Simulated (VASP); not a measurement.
These are PBE GGA, VASP's PBE PAW potentials (set 64) (plane waves; VASP) values and carry that method's errors.

A VASP calculation is set up with these files.

**KPOINTS**
```
Automatic mesh
0
gamma
 2 2 2
0.5 0.5 0.5
```

POSCAR:
```
CsPbI3
1
    6.3793070000     0.0000000000     0.0000000000
    0.0000000000     6.3793070000     0.0000000000
    0.0000000000     0.0000000000     6.3793070000
Cs Pb I
1 1 3
Direct
  0.5000000000   0.5000000000   0.5000000000
  0.0000000000   0.0000000000   0.0000000000
  0.0000000000   0.0000000000   0.5000000000
  0.5000000000   0.0000000000   0.0000000000
  0.0000000000   0.5000000000   0.0000000000
```

INCAR:
```
LMAXMIX = 4   # l cut-off of mixed one-centre charges
EDIFF = 1E-6
SYSTEM = CsPbI3
ISMEAR = 0   # Gaussian
SIGMA = 0.02   # width (eV)
ENCUT = 240   # plane-wave cut-off (eV)
LWAVE = .FALSE.
LREAL = .FALSE.
NELM = 100
ALGO = Normal   # blocked Davidson
PREC = Accurate
LASPH = .TRUE.
LCHARG = .FALSE.
ISIF = 2   # forces and stress, cell fixed
GGA = PE
```

POTCAR, in this order: Cs_sv Pb_d I (PBE.64 set). Program: vasp_std.

Output

**OSZICAR**
```
       N       E                     dE             d eps       ncg     rms          rms(c)
DAV:   1     0.253333640065E+03    0.25333E+03   -0.12099E+04    52   0.752E+02
DAV:   2     0.610369744359E+01   -0.24723E+03   -0.24600E+03    72   0.247E+02
DAV:   3    -0.145586413165E+02   -0.20662E+02   -0.20643E+02    64   0.814E+01
DAV:   4    -0.149232255394E+02   -0.36458E+00   -0.36446E+00    88   0.147E+01
DAV:   5    -0.149243020307E+02   -0.10765E-02   -0.10765E-02    72   0.623E-01    0.358E+00
DAV:   6    -0.146306331579E+02    0.29367E+00   -0.43740E-01    70   0.414E+00    0.230E+00
DAV:   7    -0.145996761394E+02    0.30957E-01   -0.29735E-01    72   0.256E+00    0.109E+00
DAV:   8    -0.146067340396E+02   -0.70579E-02   -0.50224E-02    60   0.181E+00    0.331E-01
DAV:   9    -0.146049433741E+02    0.17907E-02   -0.42962E-03    72   0.635E-01    0.139E-01
DAV:  10    -0.146051986772E+02   -0.25530E-03   -0.13433E-03    54   0.212E-01    0.315E-02
DAV:  11    -0.146052245027E+02   -0.25825E-04   -0.15543E-04    56   0.881E-02    0.134E-02
DAV:  12    -0.146052254495E+02   -0.94682E-06   -0.20858E-05    64   0.228E-02    0.484E-03
DAV:  13    -0.146052257247E+02   -0.27524E-06   -0.40841E-06    60   0.120E-02
   1 F= -.14605226E+02 E0= -.14605226E+02  d E =-.289516E-15
```

### OUTCAR
```
------------------------ aborting loop because EDIFF is reached ----------------------------------------
  FORCE on cell =-STRESS in cart. coord.  units (eV):
  Direction    XX          YY          ZZ          XY          YZ          ZX
  --------------------------------------------------------------------------------------
  Total       -1.1336590     -1.1336590     -1.1336590      0.0000000      0.0000000      0.0000000
  in kB       -6.9963658     -6.9963658     -6.9963658      0.0000000      0.0000000      0.0000000
  external PRESSURE =      -6.9963658 kB  Pullay stress =       0.0000000 kB
  volume of cell :      259.61
      direct lattice vectors                 reciprocal lattice vectors
     6.379307000  0.000000000  0.000000000     0.156756839  0.000000000  0.000000000
     0.000000000  6.379307000  0.000000000     0.000000000  0.156756839  0.000000000
     0.000000000  0.000000000  6.379307000     0.000000000  0.000000000  0.156756839
 POSITION                                       TOTAL-FORCE (eV/Angst)
 -----------------------------------------------------------------------------------
      3.18965      3.18965      3.18965         0.000000      0.000000      0.000000
      0.00000      0.00000      0.00000         0.000000      0.000000      0.000000
      0.00000      0.00000      3.18965         0.000000      0.000000      0.000000
      3.18965      0.00000      0.00000         0.000000      0.000000      0.000000
      0.00000      3.18965      0.00000         0.000000      0.000000      0.000000
 -----------------------------------------------------------------------------------
    total drift:                                0.000000      0.000000     -0.000000
  FREE ENERGIE OF THE ION-ELECTRON SYSTEM (eV)
  ---------------------------------------------------
  free  energy   TOTEN  =       -14.6052257247 eV

  energy  without entropy=      -14.6052257247  energy(sigma->0) =      -14.60522572
```
(Selected blocks of OUTCAR.)

At this cut-off the stress carries a Pulay error, which pulls relaxed volumes low.

The structure comes from a computed database's CsPbI3 entry; how it stands against other phases isn't given here. The cell was not relaxed at this level. The k-mesh is coarse (spacing up to 0.49 per Å, 2π included), so the numbers may not be converged in it. The run is one of a series of settings (ENCUT = 240, KPOINTS 2×2×2 Γ-centred mesh shifted by (0.5, 0.5, 0.5) against the base run), some of them coarse on purpose.
